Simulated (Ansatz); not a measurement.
AlCu under changes of volume

One of the cells (13.466 Å³/atom); the others are scaled copies at fixed shape and fractional positions:

```xyz
2
Lattice="2.9975 0.0000 0.0000 0.0000 2.9975 0.0000 0.0000 0.0000 2.9975" Properties=species:S:1:pos:R:3 pbc="T T T"
Cu    1.4988    1.4988    1.4988
Al    0.0000    0.0000    0.0000
```

The cell comes from a database or a generator and needn't be the stable form of this composition.

- Program: Ansatz 0.2.0
- Functional: PBEsol
- Potentials or basis: all-electron LAPW, scalar-relativistic
- Cutoff: 253 eV (chosen from the basis error)
- Basis error allowed: 0.0005 eV/atom
- k mesh: 9 × 9 × 9
- Occupations: fermi-dirac, width 0.05 eV
- Spin: no spin polarisation

```tsv
volume (Å³/atom)	energy over the lowest point (meV/atom)	pressure (GPa)
12.658	2.24	2.8
12.928	0.00	0.0
13.197	2.18	-2.5
13.466	8.27	-4.7
13.736	?	?
14.005	30.45	-8.4
14.274	45.82	-9.9
```

Question: What does the run at 13.736 Å³/atom give?

Answer: Energy over the lowest point 17.82 meV/atom; pressure -6.6 GPa.

Worked out: A Birch-Murnaghan fit of order 3 (a polynomial in V^(-2/3)) to the other rows has its minimum at 12.92 Å³/atom with B0 = V·E''(V) = 126 GPa and B' = 4.7. It gives 17.84 meV/atom at 13.736 Å³/atom, against the run's 17.82, and -dE/dV = -6.6 GPa, against -6.6.

Energies are extrapolated to zero smearing.
